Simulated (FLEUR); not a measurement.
**BN: equation of state with RPBE**

**Experimental background.**

“Effect of nanostructuration on compressibility of cubic BN”, 2012, arxiv:1208.3664 quotes, for a bulk crystal of BN at 300 K: bulk modulus 395 ± 2 GPa.

BN:

```
CELL_PARAMETERS angstrom
0.00000 1.81300 1.81300
1.81300 0.00000 1.81300
1.81300 1.81300 0.00000
ATOMIC_POSITIONS crystal
N 0.25000 0.25000 0.25000
B 0.00000 0.00000 0.00000
```

The cell is a database's computed one.

```
Program             : FLEUR MaX-R8.1 (later development tree)
Task                : equation of state
Functional          : RPBE
Potentials or basis : all-electron
Basis               : FLAPW
Kmax                : 5.41 1/bohr
k mesh              : 13 × 13 × 13
Occupations         : fermi-dirac, width 0.05 eV
Spin                : no spin polarisation
```

The equilibrium volume is 6.05 Å³/atom. The bulk modulus is 358 GPa and the pressure derivative of the bulk modulus is 3.7 (rough: it moves with the points fitted).

Energy against volume, from the lowest point:
| volume (Å³/atom) | energy (meV/atom) |
| --- | --- |
| 5.602 | 40.00 |
| 5.721 | 20.05 |
| 5.959 | 0.00 |
| 6.198 | 2.49 |
| 6.317 | 11.02 |

Measured bulk modulus of BN: 395 GPa (300 K; quoted in “Effect of nanostructuration on compressibility of cubic BN”, 2012, arxiv:1208.3664). This calculation gives 358 GPa (-9.2 %). The fit is for a static lattice scaled at fixed shape and fixed fractional positions.
